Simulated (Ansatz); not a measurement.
# Al2Cu: energy along a strain

Al2Cu, Fm-3m, a = 5.726 Å. The structure is a Materials Project entry; whether it is the stable form wasn't checked. Ansatz: PBEsol, PAW, 420 eV, Γ-centred 16×16×16 mesh on 3 atoms, Gaussian smearing 0.15 eV; no spin polarisation. Cell vectors (Å): -2.025 2.025 2.863; 2.025 -2.025 2.863; 2.025 2.025 -2.863. The cell is strained by x per cent times the pattern (0 0 1 0 0 0) in the order xx yy zz yz xz xy (engineering shears), with fractional coordinates held. y is the free energy over the start, V0 = 15.648 Å³/atom. Points with a strain past 8.5 % were computed too (3) and aren't used here.

| x (%) | y (meV/atom) |
| --- | --- |
| -7.50 | ? |
| -5.00 | 24.47 |
| -2.50 | 5.78 |
| 0.00 | 0.00 |
| 2.50 | 4.96 |
| 5.00 | 18.76 |
| 7.50 | 39.83 |

Problem. Fit y = c2 x² + c3 x³ to the other rows, get the stiffness along the pattern, and predict the missing energy.

Solution. Least squares on the rows shown. y = 0.86839 x² − 0.021603 x³. The clamped-ion stiffness p·C·p = 2 × 8.684 eV × 160.2 / 15.648 Å³ = 178 GPa, which is C33 in these axes. At x = -7.50 the fit asked for gives 57.96 meV/atom. The run gave 58.77 meV/atom, so the fit is 0.81 meV/atom too low, 1.4 % of the span of the series, against an rms of 0.14 meV/atom on the fitted rows. The row lies outside the fitted range. With a term in x⁴ added, a fit to the same known rows predicts 59.11 meV/atom, a smaller miss on the other side.

Compression along z costs more than equal extension at every paired strain, 24.47 against 18.76 meV/atom at 5 %, which is why the cubic coefficient is negative. Shortening the Al–Cu contacts raises the overlap repulsion and the kinetic energy of the electrons steeply, whereas stretching them meets a bonding attraction that weakens with distance. The missing point lies on the steep side, where a cubic polynomial truncates the repulsion; the overshoot with the quartic term suggests that the higher coefficients are only loosely fixed by these rows.

With this composition and space group, the three-atom cell must be of fluorite type, and z is a cubic axis, so the stiffness of 178 GPa is the cubic C11. Axial strain leaves every atom on a site where symmetry forbids an internal force, so relaxing the ions would not soften this constant to harmonic order, unlike a shear constant. Mechanical stability doesn't follow from this one curve, since it also depends on the resistance to shear and to volume-conserving tetragonal distortion.
